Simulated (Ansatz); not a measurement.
SiO2:

```
CELL_PARAMETERS angstrom
-4.47204 4.47204 2.61177
4.47204 -4.47204 2.61177
4.47204 4.47204 -2.61177
ATOMIC_POSITIONS crystal
Si 0.82311 0.82311 0.64622
Si 0.17689 0.82311 0.00000
Si 0.82311 0.17689 0.00000
Si 0.17689 0.17689 0.35378
O 0.00000 0.79145 0.79145
O 0.20855 0.00000 0.20855
O 0.79145 0.00000 0.79145
O 0.00000 0.20855 0.20855
O 0.00000 0.00000 0.50000
O 0.50000 0.00000 0.00000
O 0.00000 0.50000 0.00000
O 0.50000 0.50000 0.50000
```

The cell comes from a database or a generator and needn't be the stable form of this composition.

Base run:

* Program: Ansatz 0.2.0
* Functional: PBEsol
* Potentials or basis: Ansatz PAW
* Cutoff: 420 eV (not typed: the program's choice for these potentials)
* k mesh: 6 × 6 × 6
* Occupations: fermi-dirac, width 0.05 eV
* Spin: no spin polarisation

Its results: band gap on the k mesh 5.53 eV, indirect (least direct gap 5.54 eV); pressure 1.8 GPa; largest force 0.136 eV/Å.

Q: The run is repeated on the same cell with these changes: functional from PBEsol to r2SCAN; cutoff from 420 eV (not typed: the program's choice for these potentials) to 500 eV (not typed: the program's choice for these potentials). What comes out?

A: Band gap on the k mesh 6.08 eV, indirect (least direct gap 6.08 eV); pressure 0.1 GPa; largest force 0.025 eV/Å.

r2SCAN gives the wider gap, since meta-GGAs in the generalised Kohn-Sham scheme recover part of the derivative discontinuity.

Caveats: the PAW data sets come from PBE, with cores solved anew for the run's functional, which leaves a small shift of forces and pressure.
